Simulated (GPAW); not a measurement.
## Ge: band structure with PBEsol

The system is Ge.

```
Ge
1.0
     3.99759    0.00000    0.00000
    -1.99879    3.46201    0.00000
     0.00000    0.00000    6.59938
Ge
4
Cartesian
  0.0000 2.3080 6.1843
  1.9988 1.1540 2.8846
  0.0000 2.3080 3.7148
  1.9988 1.1540 0.4151
```

This isn't the form of Ge at room conditions, which is diamond.

* Program: GPAW 26.7.0
* Task: band structure
* Functional: PBEsol
* Potentials or basis: PAW data sets generated in the run's folder for this functional
* Cutoff: 600 eV
* Basis: pw
* k mesh: 6 × 6 × 4
* Occupations: fermi-dirac, width 0.05 eV
* Spin: no spin polarisation
* Maxiter: 150
* Band path: GMKGALHA,LM,KH
* Band points: 60

| Quantity | Value |
| --- | --- |
| Pressure | 0.3 GPa |
| Largest force | 0.005 eV/Å |
| Band gap along the path | none (metal or under the smearing width) |

Forces on the atoms (eV/Å):
```
Ge   0.000  0.000 -0.005
Ge   0.000  0.000 -0.005
Ge   0.000  0.000  0.005
Ge   0.000  0.000  0.005
```

Stress tensor (GPa, compression positive):
```
 0.56  0.00  0.00
 0.00  0.56  0.00
 0.00  0.00 -0.18
```

Levels at the corners of the path, in eV from the Fermi level:
```
point  band 6  band 7  band 8  band 9  band 10  band 11
    Γ   -0.17   -0.14    0.00    0.11     0.11     2.23
    M   -3.08   -2.86   -1.46    0.44     1.61     3.48
    K   -3.50   -3.50   -3.24    1.36     4.57     4.57
    Γ   -0.17   -0.14    0.00    0.11     0.11     2.23
    A   -0.87   -0.87   -0.87    0.65     0.65     3.34
    L   -2.57   -2.43   -2.43    0.46     0.46     2.04
    H   -4.33   -2.03   -2.03    1.19     1.19     4.04
    A   -0.87   -0.87   -0.87    0.65     0.65     3.34
    L   -2.57   -2.43   -2.43    0.46     0.46     2.04
    M   -3.08   -2.86   -1.46    0.44     1.61     3.48
    K   -3.50   -3.50   -3.24    1.36     4.57     4.57
    H   -4.33   -2.03   -2.03    1.19     1.19     4.04
```

Run time: 76 s on 1 thread of Arm Neoverse V1 (shared host), peak memory 0.34 GiB.
